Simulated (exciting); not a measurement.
# Si2Mo (I4/mmm) in exciting: reference runs

Reference runs on Si2Mo: the cell as given.

All numbers are computed with exciting (release sodium); they aren't measurements. Logs are shortened: lines on timing, memory, paths and dates and some standing lists are left out, and cuts for length are marked.

### Step 1. The structure

The structure is tetragonal, space group I4/mmm (No. 139). The conventional cell has a = 3.200 Å, b = 3.200 Å, c = 7.861 Å, α = 90.00°, β = 90.00°, γ = 90.00°. Mo (site symmetry 4/mmm) is surrounded by 10 Si at 2.62 Å. Si (site symmetry 4mm) is surrounded by 5 Si at 2.61 to 2.63 Å and 5 Mo at 2.62 Å.

### Step 2. Single point, PBE

File input.xml:

```xml
<input>
  <title>Si2Mo</title>
  <structure speciespath="./" tshift="false">
    <crystal scale="1">
      <basevect>-3.023561799401 3.023561799401 7.427568532842</basevect>
      <basevect>3.023561799401 -3.023561799401 7.427568532842</basevect>
      <basevect>3.023561799401 3.023561799401 -7.427568532842</basevect>
    </crystal>
    <species speciesfile="Mo.xml" rmt="2.3">
      <atom coord="0.000000000000 0.000000000000 0.000000000000"/>
    </species>
    <species speciesfile="Si.xml" rmt="2">
      <atom coord="0.667000000000 0.667000000000 0.000000000000"/>
      <atom coord="0.333000000000 0.333000000000 0.000000000000"/>
    </species>
  </structure>
  <groundstate do="fromscratch" ngridk="12 12 12" rgkmax="7.8" gmaxvr="14" lmaxapw="10" lmaxmat="10" lmaxvr="8" xctype="GGA_PBE" stype="Fermi Dirac" swidth="0.00183747" nempty="16" ValenceRelativity="iora*" epsengy="1e-05" epspot="1e-05" maxscl="60" tforce="true" outputlevel="normal"/>
</input>
```

Potentials or basis: all-electron LAPW+lo, shipped species files, valence relativity iora*.

On the command line:

```bash
$ OMP_NUM_THREADS=1 exciting_smp
```

INFO.OUT:

```text
================================================================================
EXCITING SODIUM started
[... 10 lines left out ...]

 Lattice vectors (cartesian) :
     -3.0235617994      3.0235617994      7.4275685328
      3.0235617994     -3.0235617994      7.4275685328
      3.0235617994      3.0235617994     -7.4275685328

 Reciprocal lattice vectors (cartesian) :
      0.0000000000      1.0390370239      0.4229638057
      1.0390370239      0.0000000000      0.4229638057
      1.0390370239      1.0390370239     -0.0000000000

 Unit cell volume                           :     271.6091262057
 Brillouin zone volume                      :       0.9132617041

 Species :    1 (Mo)
     parameters loaded from                 :    Mo.xml
     name                                   :    molybdenum
     nuclear charge                         :     -42.00000000
     electronic charge                      :      42.00000000
     atomic mass                            :  174887.92120000
     muffin-tin radius                      :       2.30000000
     # of radial points in muffin-tin       :     400

     atomic positions (lattice) :
       1 :   0.00000000  0.00000000  0.00000000

 Species :    2 (Si)
     parameters loaded from                 :    Si.xml
     name                                   :    silicon
     nuclear charge                         :     -14.00000000
     electronic charge                      :      14.00000000
     atomic mass                            :   51196.73454000
     muffin-tin radius                      :       2.00000000
     # of radial points in muffin-tin       :     300

     atomic positions (lattice) :
       1 :   0.66700000  0.66700000  0.00000000
       2 :   0.33300000  0.33300000  0.00000000

 Total number of atoms per unit cell        :       3

 Spin treatment                             :    spin-unpolarised

 Number of Bravais lattice symmetries       :      16
 Number of crystal symmetries               :      16

 k-point grid                               :      12   12   12
 Total number of k-points                   :     163
 k-point set is reduced with crystal symmetries

 R^MT_min * |G+k|_max (rgkmax)              :       7.80000000
 Species with R^MT_min                      :       2 (Si)
 Maximum |G+k| for APW functions            :       3.90000000
 Maximum |G| for potential and density      :      14.00000000

 G-vector grid sizes                        :      40    40    40
 Total number of G-vectors                  :   12565

 Maximum angular momentum used for
     APW functions                          :      10
     computing H and O matrix elements      :      10
     potential and density                  :       8
     inner part of muffin-tin               :       2

 Total nuclear charge                       :     -70.00000000
 Total electronic charge                    :      70.00000000
 Total core charge                          :      48.00000000
 Total valence charge                       :      22.00000000

 Number of empty states                     :      16
 Total number of valence states             :      28

 Maximum Hamiltonian size                   :     305
 Maximum number of plane-waves              :     284
 Total number of local-orbitals             :      21

 Exchange-correlation type                  :      20
     Perdew-Burke-Ernzerhof, Phys. Rev. Lett. 77, 3865 (1996)
     Generalised gradient approximation (GGA)

 Smearing scheme                            :    Fermi-Dirac
 Smearing width                             :       0.00183747

 Using multisecant Broyden potential mixing
[... 16 lines left out ...]
+ SCF iteration number :    1                                                  +
++++++++++++++++++++++++++++++++++++++++++++++++++++++++++++++++++++++++++++++++
 Total energy                               :     -4616.71617385
 _______________________________________________________________
 Fermi energy                               :         0.48060855
 Kinetic energy                             :      4789.37505953
 Coulomb energy                             :     -9240.54720573
 Exchange energy                            :      -162.18124637
 Correlation energy                         :        -3.36278128

 DOS at Fermi energy (states/Ha/cell)       :         8.72902409

 Electron charges :
     core                                   :        48.00000000
     core leakage                           :         0.00758999
     valence                                :        22.00000000
     interstitial                           :         7.01160985
     charge in muffin-tin spheres :
                  atom     1    Mo          :        39.19139059
                  atom     2    Si          :        11.89849978
                  atom     3    Si          :        11.89849978
     total charge in muffin-tins            :        62.98839015
     total charge                           :        70.00000000

++++++++++++++++++++++++++++++++++++++++++++++++++++++++++++++++++++++++++++++++
+ SCF iteration number :    2                                                  +
++++++++++++++++++++++++++++++++++++++++++++++++++++++++++++++++++++++++++++++++
 Total energy                               :     -4629.20576872
 _______________________________________________________________
 Fermi energy                               :         0.45926520
 Kinetic energy                             :      4780.82818409
 Coulomb energy                             :     -9244.20983420
 Exchange energy                            :      -162.45883376
 Correlation energy                         :        -3.36528485

 DOS at Fermi energy (states/Ha/cell)       :         8.21038456

 Electron charges :
     core                                   :        48.00000000
     core leakage                           :         0.00760096
     valence                                :        22.00000000
     interstitial                           :         6.74808835
     charge in muffin-tin spheres :
                  atom     1    Mo          :        39.75978612
                  atom     2    Si          :        11.74606277
                  atom     3    Si          :        11.74606277
     total charge in muffin-tins            :        63.25191165
     total charge                           :        70.00000000
[... 306 lines left out ...]
++++++++++++++++++++++++++++++++++++++++++++++++++++++++++++++++++++++++++++++++
+ SCF iteration number :   13                                                  +
++++++++++++++++++++++++++++++++++++++++++++++++++++++++++++++++++++++++++++++++
 Total energy                               :     -4629.71630211
 _______________________________________________________________
 Fermi energy                               :         0.45605424
 Kinetic energy                             :      4780.09956958
 Coulomb energy                             :     -9243.97843523
 Exchange energy                            :      -162.47312526
 Correlation energy                         :        -3.36431120

 DOS at Fermi energy (states/Ha/cell)       :         7.23652804

 Electron charges :
     core                                   :        48.00000000
     core leakage                           :         0.00739631
     valence                                :        22.00000000
     interstitial                           :         6.71754880
     charge in muffin-tin spheres :
                  atom     1    Mo          :        39.73120832
                  atom     2    Si          :        11.77562144
                  atom     3    Si          :        11.77562144
     total charge in muffin-tins            :        63.28245120
     total charge                           :        70.00000000

 RMS change in effective potential (target) :  0.792473E-08  ( 0.100000E-04)
 Absolute change in total energy   (target) :  0.388419E-05  ( 0.100000E-04)
 Charge distance                   (target) :  0.562812E-08  ( 0.100000E-04)
 Abs. change in max-nonIBS-force   (target) :  0.615094E-07  ( 0.500000E-04)

++++++++++++++++++++++++++++++++++++++++++++++++++++++++++++++++++++++++++++++++
| Convergency criteria checked for the last 2 iterations                       +
| Convergence targets achieved. Performing final SCF iteration                 +
++++++++++++++++++++++++++++++++++++++++++++++++++++++++++++++++++++++++++++++++
 Total energy                               :     -4629.71630083
 _______________________________________________________________
 Fermi energy                               :         0.45605424
 Kinetic energy                             :      4780.09957034
 Coulomb energy                             :     -9243.97843474
 Exchange energy                            :      -162.47312523
 Correlation energy                         :        -3.36431120

 DOS at Fermi energy (states/Ha/cell)       :         7.23652696

 Electron charges :
     core                                   :        48.00000000
     core leakage                           :         0.00739631
     valence                                :        22.00000000
     interstitial                           :         6.71754882
     charge in muffin-tin spheres :
                  atom     1    Mo          :        39.73120828
                  atom     2    Si          :        11.77562145
                  atom     3    Si          :        11.77562145
     total charge in muffin-tins            :        63.28245118
     total charge                           :        70.00000000

++++++++++++++++++++++++++++++++++++++++++++++++++++++++++++++++++++++++++++++++
+ Self-consistent loop stopped                                                 +
++++++++++++++++++++++++++++++++++++++++++++++++++++++++++++++++++++++++++++++++
 STATE.OUT is written

--------------------------------------------------------------------------------
- Writing atomic positions and forces                                          -
--------------------------------------------------------------------------------

 Atomic positions (lattice) :
 atom     1  Mo  :     0.00000000    0.00000000    0.00000000
 atom     2  Si  :     0.66700000    0.66700000    0.00000000
 atom     3  Si  :     0.33300000    0.33300000    0.00000000

 Total atomic forces including IBS (cartesian) :
 atom     1  Mo  :     0.00000000    0.00000000    0.00000000
 atom     2  Si  :     0.00000000   -0.00000000   -0.00552620
 atom     3  Si  :    -0.00000000    0.00000000    0.00552620

 Atomic force components including IBS (cartesian) :
 atom     1  Mo  :     0.00000000    0.00000000    0.00000000   HF force
                 :    -0.00000000    0.00000000    0.00000000   core correction
                 :     0.00000000   -0.00000000    0.00000000   IBS correction
 atom     2  Si  :    -0.00000000    0.00000000    0.01512967   HF force
                 :     0.00000000   -0.00000000   -0.02073359   core correction
                 :     0.00000000    0.00000000    0.00007773   IBS correction
 atom     3  Si  :     0.00000000   -0.00000000   -0.01512967   HF force
                 :    -0.00000000    0.00000000    0.02073359   core correction
                 :    -0.00000000    0.00000000   -0.00007773   IBS correction

********************************************************************************
* Groundstate module stopped                                                   *
********************************************************************************

--------------------------------------------------------------------------------
- CAUTION! Warnings have been written in file WARNING.OUT !                    -
--------------------------------------------------------------------------------
================================================================================
| EXCITING SODIUM stopped                                                      =
================================================================================
```

It took 5.7 min on 1 thread of Arm Neoverse V1, shared host; peak memory 0.16 GiB.

Results:

```yaml
Free_energy: -125981.0007 eV
Largest_force: 0.284 eV/Å
Band_gap_on_the_k_mesh: none (metal or under the smearing width)
All_electrons_inside_the_program's_atomic_spheres: Mo 39.73; Si 11.78 (radii Mo 2.3, Si 2.0 bohr)
```

Forces in eV/Å, atoms in the order of the input:
```
Mo   0.000  0.000  0.000
Si   0.000  0.000 -0.284
Si   0.000  0.000  0.284
```

Caveat: the log's total energy holds no entropy term; the free energy is that total less TS from the occupations.
